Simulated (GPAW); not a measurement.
# ZnS (F-43m) in GPAW: notebook

Aim: see how the results for ZnS move with the level of theory and the settings. Levels: PBE, r4SCAN. Tasks: band structure.

All numbers are computed with GPAW 26.7.0; they aren't measurements. Logs are shortened: lines on timing, memory, paths and dates and some standing lists are left out, and cuts for length are marked. The log counts tension as positive stress, the text compression.

**The experiment to reproduce.**

“Electronic, vibrational, and thermodynamic properties of ZnS (zincblende and rocksalt structure)”, 2009, arxiv:0911.5022 quotes, for a bulk crystal of ZnS at 19 K: band gap 3.85 eV (direct).

The results are compared with them further down.

**1. The crystal as given**

Symmetry: F-43m, No. 216, cubic system. Conventional cell: a = 5.404 Å, b = 5.404 Å, c = 5.404 Å, α = 90.00°, β = 90.00°, γ = 90.00°. Around Zn (site symmetry -43m) lie 4 S at 2.34 Å. S (site symmetry -43m) has 4 Zn at 2.34 Å as nearest neighbours.

**2. Band structure, PBE**

run.py

```python
from ase.dft.bandgap import bandgap
from ase.io import read, write
from gpaw import GPAW

atoms = read('ZnS.cif')

calc = GPAW(mode='fd',
            h=0.2,
            xc='PBE',
            kpts={'size': (7, 7, 7), 'gamma': True},
            occupations={'name': 'fermi-dirac', 'width': 0.05},
            nbands=18,
            convergence={'density': 1e-05, 'energy': 1e-05},
            maxiter=150,
            txt='gpaw.txt')
atoms.calc = calc
energy = atoms.get_potential_energy()
forces = atoms.get_forces()
calc.write('gs.gpw')
write('result.traj', atoms)
print(f'Energy: {energy:.6f} eV')
print('Forces (eV/A):')
print(forces.round(4))
print('Fermi level:', round(calc.get_fermi_level(), 4), 'eV')
print(f'Gap: {bandgap(calc)[0]:.4f} eV, direct: {bandgap(calc, direct=True)[0]:.4f} eV')

path = atoms.cell.bandpath('GXWKGLUWLK,UX', npoints=80, eps=1e-4)
bs_calc = calc.fixed_density(kpts=path, symmetry='off', nbands=28,
                             convergence={'bands': 'CBM+6.0', 'eigenstates': 1e-6}, txt='bands.txt')
bs = bs_calc.band_structure()
bs.write('bs.json')
print(f'Gap on the path: {bandgap(bs_calc)[0]:.4f} eV')
```

ZnS.cif

```cif
data_ZnS
_cell_length_a 3.82120505
_cell_length_b 3.82120505
_cell_length_c 3.82120505
_cell_angle_alpha 60.00000000
_cell_angle_beta 60.00000000
_cell_angle_gamma 60.00000000
_space_group_name_H-M_alt 'P1'
_space_group_name_Hall 'P 1'
_space_group_IT_number 1
loop_
_space_group_symop_operation_xyz
'x,y,z'
loop_
_atom_site_label
_atom_site_type_symbol
_atom_site_symmetry_multiplicity
_atom_site_Wyckoff_symbol
_atom_site_fract_x
_atom_site_fract_y
_atom_site_fract_z
_atom_site_occupancy
Zn1 Zn 1 a 0.7500000000 0.7500000000 0.7500000000 1
S1 S 1 a 0.0000000000 0.0000000000 0.0000000000 1
```

Potentials or basis: GPAW PAW data sets (gpaw-data 1.2.1), fd.

Started as:

```console
> OMP_NUM_THREADS=1 python run.py
```

gpaw.txt:

```text
__  _  _
 | _ |_)|_||  |
 |__||  | ||/\| - 26.7.0

Input parameters:
  mode=FD(),
  convergence={'density': 1e-05, 'energy': 1e-05},
  h=0.2,
  kpts=MonkhorstPack(size=(7, 7, 7), gamma=True),
  maxiter=150,
  nbands=18,
  occupations=Occupations(name='fermi-dirac', width=0.05),
  xc=XC(name='PBE')

Diagonalizing LCAO Hamiltonian
Converting LCAO to fd mode

                       Zn

       S

Atoms  # Å, Bohr magnetons
|   | symbol |        x |        y |        z |    initial magnetic moments |
|---|--------|----------|----------|----------|-----------------------------|
| 0 |     Zn | 5.731808 | 3.309261 | 2.340001 | ( 0.0000,  0.0000,  0.0000) |
| 1 |      S | 0.000000 | 0.000000 | 0.000000 | ( 0.0000,  0.0000,  0.0000) |

Unit cell  # Å
| periodic |        x |        y |        z |  lengths |    angles |
|----------|----------|----------|----------|----------|-----------|
|      yes | 3.821205 | 0.000000 | 0.000000 | 3.821205 | 60.000000 |
|      yes | 1.910603 | 3.309261 | 0.000000 | 3.821205 | 60.000000 |
|      yes | 1.910603 | 1.103087 | 3.120001 | 3.821205 | 60.000000 |

Number of symmetries: 24
Symmetry operations  # r_c * U_cc + t_c -> r_c
|    | kind |            matrix            |
|----|------|------------------------------|
|  0 |  E   |  1, 0, 0,  0, 1, 0,  0, 0, 1 |
|  1 |  σ   |  1, 0, 0,  0, 0, 1,  0, 1, 0 |
|  2 |  σ   |  1, 0,-1,  0, 1,-1,  0, 0,-1 |
|  3 |  C3  |  1, 0,-1,  0, 0,-1,  0, 1,-1 |
|  4 |  C3  |  1,-1, 0,  0,-1, 1,  0,-1, 0 |
|  5 |  σ   |  1,-1, 0,  0,-1, 0,  0,-1, 1 |
|  6 |  σ   |  0, 1, 0,  1, 0, 0,  0, 0, 1 |
|  7 |  C3  |  0, 1, 0,  0, 0, 1,  1, 0, 0 |
|  8 |  C2  |  0, 1,-1,  1, 0,-1,  0, 0,-1 |
|  9 |  S4  |  0, 1,-1,  0, 0,-1,  1, 0,-1 |
| 10 |  C3  |  0, 0, 1,  1, 0, 0,  0, 1, 0 |
| 11 |  σ   |  0, 0, 1,  0, 1, 0,  1, 0, 0 |
| 12 |  S4  |  0, 0,-1,  1, 0,-1,  0, 1,-1 |
| 13 |  C3  |  0, 0,-1,  0, 1,-1,  1, 0,-1 |
| 14 |  S4  |  0,-1, 1,  1,-1, 0,  0,-1, 0 |
| 15 |  C2  |  0,-1, 1,  0,-1, 0,  1,-1, 0 |
| 16 |  C3  |  0,-1, 0,  1,-1, 0,  0,-1, 1 |
| 17 |  S4  |  0,-1, 0,  0,-1, 1,  1,-1, 0 |
| 18 |  S4  | -1, 1, 0, -1, 0, 1, -1, 0, 0 |
| 19 |  C3  | -1, 1, 0, -1, 0, 0, -1, 0, 1 |
| 20 |  C3  | -1, 0, 1, -1, 1, 0, -1, 0, 0 |
| 21 |  S4  | -1, 0, 1, -1, 0, 0, -1, 1, 0 |
| 22 |  σ   | -1, 0, 0, -1, 1, 0, -1, 0, 1 |
| 23 |  C2  | -1, 0, 0, -1, 0, 1, -1, 1, 0 |

BZ-sampling:
  Number of BZ points: 343
  Number of IBZ points: 20

  Monkhorst-Pack size: [7, 7, 7]
  Monkhorst-Pack shift: [0, 0, 0]

K-points  # in reciprocal-cell coordinates
|     |                                coordinates |     weight |
|-----|--------------------------------------------|------------|
|   0 | (  0.00000000,   0.00000000,   0.00000000) | 0.00291545 |
|   1 | (  0.14285714,   0.14285714,   0.00000000) | 0.01749271 |
|   2 | (  0.14285714,   0.14285714,   0.14285714) | 0.02332362 |
|   3 | (  0.28571429,   0.14285714,   0.14285714) | 0.03498542 |
|   4 | (  0.28571429,   0.28571429,   0.00000000) | 0.01749271 |
|   5 | (  0.28571429,   0.28571429,   0.14285714) | 0.06997085 |
|   6 | (  0.28571429,   0.28571429,   0.28571429) | 0.02332362 |
|   7 | (  0.42857143,  -0.28571429,  -0.28571429) | 0.03498542 |
|   8 | (  0.42857143,   0.28571429,  -0.42857143) | 0.13994169 |
|   9 | (  0.42857143,   0.28571429,  -0.28571429) | 0.06997085 |
| ... |                                            |            |
|  19 | (  0.42857143,   0.42857143,   0.42857143) | 0.02332362 |

Uniform wave function grid shape: (np.int64(16), np.int64(16), np.int64(16))
Spin-components: 1 (collinear spins)
Bands:           18
Projectors:      11
Spin-degeneracy: 2
Datatype:        complex128

Parallelization:
  kpt:    1
  domain: 1
  band:   1

Density:
  Valence electrons: 18.0
  Components: 1
  Grid points: [16 16 16]
  Charge: 0.0  # |e|

Potential:
  Grid points: [16 16 16]

species:
  Zn:
    name:    Zinc
    Z:       30.0
    valence: 12
    core:    18
    charge:  0.0  # [|e|]
    compensation charges:
      type: gauss
      rc: 0.37  # [Å]
      lmax: 2
    cutoffs:
      filter: 2.14  # [Å]
      core: 2.28  # [Å]
    projectors
    | kind |    occ | energy [eV] | rcut [Å] |
    |------|--------|-------------|----------|
    |   4s |  2.000 |      -5.977 |    1.286 |
    |   4p |  0.000 |      -1.117 |    1.270 |
    |   3d | 10.000 |     -10.142 |    1.180 |
    |    s |        |      21.234 |    1.286 |
    |    p |        |      26.095 |    1.270 |
    |    d |        |      17.070 |    1.180 |

    Using partial waves for Zn as LCAO basis

  S:
    name:    Sulfur
    Z:       16.0
    valence: 6
    core:    10
    charge:  0.0  # [|e|]
    compensation charges:
      type: gauss
      rc: 0.24  # [Å]
      lmax: 2
    cutoffs:
      filter: 1.77  # [Å]
      core: 1.66  # [Å]
    projectors
    | kind |    occ | energy [eV] | rcut [Å] |
    |------|--------|-------------|----------|
    |   3s |  2.000 |     -17.254 |    0.974 |
    |   3p |  4.000 |      -7.008 |    0.979 |
    |    s |        |       9.957 |    0.974 |
    |    p |        |      20.203 |    0.979 |
    |    d |        |       0.000 |    0.900 |

    Using partial waves for S as LCAO basis

Reference energy: -59718.946550  # eV

eigensolver:
  PPCG
  Converge bands: occupied
  niter=2

density mixing:
  MSR1-Mixer
  Pratt-step length: 0.05
  Maximum mixing coefficient: 0.75
  Old densities: 10
  SVD Regularization: 0.005
  Good broyden scale: 1.0
  Trust region scale: 1.0
  Backstep threshold: 4.0
  History deletion threshold: 6.0
  Fourier metric: weight=20.0, sigma=0.015

occupation numbers:
  Fermi-Dirac:
    width: 0.0500  # eV

FastPoissonSolver using
    Stencil: 12*3+1=37 point O(h^6) finite-difference Laplacian
    FFT axes: [np.int64(0), np.int64(1), np.int64(2)]
    FST axes: []

xc functional:
  name: PBE with 2 nearest neighbor stencil
interpolation: tri-quintic # 5. degree polynomial

convergence criteria:
- Maximum integral of absolute [dens]ity change: 1e-05 electrons / valence electron
- Maximum [total energy] change in last 3 cyles: 1e-05 eV / valence electron
- Maximum integral of absolute [eigenst]ate change: 4e-08 eV^2 / valence electron
maximum number of iterations: 150

SCF iterations
|iter     | |      energy | eigst |  dens |
|---------|-|-------------|-------|-------|
|iter:   1| |   -7.211209 | +0.28 |       |
|iter:   2| |   -7.155265 | -0.82 | -1.19 |
|iter:   3| |   -6.868786 | -1.15 | -1.23 |
|iter:   4| |   -6.874193 | -2.22 | -1.88 |
|iter:   5| |   -6.875094 | -2.81 | -2.34 |
|iter:   6| |   -6.875473 | -3.42 | -2.76 |
|iter:   7| |   -6.875525 | -4.03 | -3.44 |
|iter:   8| |   -6.875528c| -5.18 | -4.04 |
|iter:   9| |   -6.875529c| -6.15 | -4.95 |
|iter:  10| |   -6.875529c| -6.99 | -5.28c|
|iter:  11| |   -6.875529c| -7.77c| -6.24c|

Converged in 11 steps
Energy contributions relative to reference atoms: (reference = -59718.946550)

Energy contributions:
  Kinetic:          10.372533
  Coulomb:          -8.902836
  Zero:              0.264529
  External:          0.000000
  Xc:               -8.609755
  Entropy:          -0.000000
  Spinorbit:         0.000000
  ----------------------------
  Free energy:      -6.875529
  Extrapolated:     -6.875529

dipole moment: (-20.600294, -11.893585, -8.410035)  # |e|*Ang

Fermi level: 4.705
Eigenvalues  # (at kpt = [0.000, 0.000, 0.000])
| band index |      eig [eV] | occ [0-2] |
|------------|---------------|-----------|
|          0 |        -9.385 |     2.000 |
|          1 |        -2.572 |     2.000 |
|          2 |        -2.572 |     2.000 |
|          3 |        -2.572 |     2.000 |
|          4 |        -2.077 |     2.000 |
|          5 |        -2.077 |     2.000 |
|          6 |         3.750 |     2.000 |
|          7 |         3.750 |     2.000 |
|          8 |         3.752 |     2.000 |
|          9 |         5.860 |     0.000 |
|         10 |        10.116 |     0.000 |
|         11 |        10.118 |     0.000 |
|         12 |        10.118 |     0.000 |
|         13 |        15.358 |     0.000 |
|         14 |        15.358 |     0.000 |
|         15 |        15.644 |     0.000 |
|         16 |        18.293 |     0.000 |
|         17 |        18.293 |     0.000 |

Gap: 2.108 eV
Transition (v -> c):
  (s=0, k=0, n=8, [0.00, 0.00, 0.00]) -> (s=0, k=0, n=9, [0.00, 0.00, 0.00])
No difference between direct/indirect transitions

Forces  # eV/Ang
|        x |        y |       z |
|----------|----------|---------|
|  0.00000 | -0.00000 | 0.00000 |  # Zn   0
| -0.00000 |  0.00000 | 0.00000 |  # S    1

# Writing to gs.gpw (mode='')
```

Run time: 90 s. Hardware: 1 thread of Arm Neoverse V2, shared host; peak memory 0.44 GiB.

What came out:

```yaml
Free_energy: -6.8755 eV
Band_gap_on_the_k_mesh: 2.11 eV, direct
Band_gap_along_the_path: 2.11 eV, direct
```

Levels at the corners of the path, in eV from the valence-band top:
```tsv
point	band 5	band 6	band 7	band 8	band 9	band 10	band 11	band 12	band 13
Γ	-5.83	-5.83	0.00	0.00	0.00	2.11	6.36	6.37	6.37
X	-5.75	-5.61	-4.55	-2.22	-2.22	3.40	4.07	10.96	11.93
W	-5.86	-5.43	-4.58	-2.75	-2.71	5.68	6.02	7.85	8.19
K	-5.79	-5.48	-4.61	-3.11	-1.80	4.12	5.95	9.35	9.73
Γ	-5.83	-5.83	0.00	0.00	0.00	2.11	6.36	6.37	6.37
L	-5.80	-5.63	-5.28	-0.87	-0.87	3.31	6.89	6.89	8.87
U	-5.79	-5.48	-4.61	-3.11	-1.80	4.12	5.95	9.35	9.73
W	-5.86	-5.43	-4.58	-2.75	-2.71	5.68	6.02	7.85	8.19
L	-5.80	-5.63	-5.28	-0.87	-0.87	3.31	6.89	6.89	8.87
K	-5.79	-5.48	-4.61	-3.11	-1.80	4.12	5.95	9.35	9.73
U	-5.79	-5.48	-4.61	-3.11	-1.80	4.12	5.95	9.35	9.73
X	-5.75	-5.61	-4.55	-2.22	-2.22	3.40	4.07	10.96	11.93
```

Caveat: the real-space grid adds noise to forces.

(Part 1 of 2 ends here.)
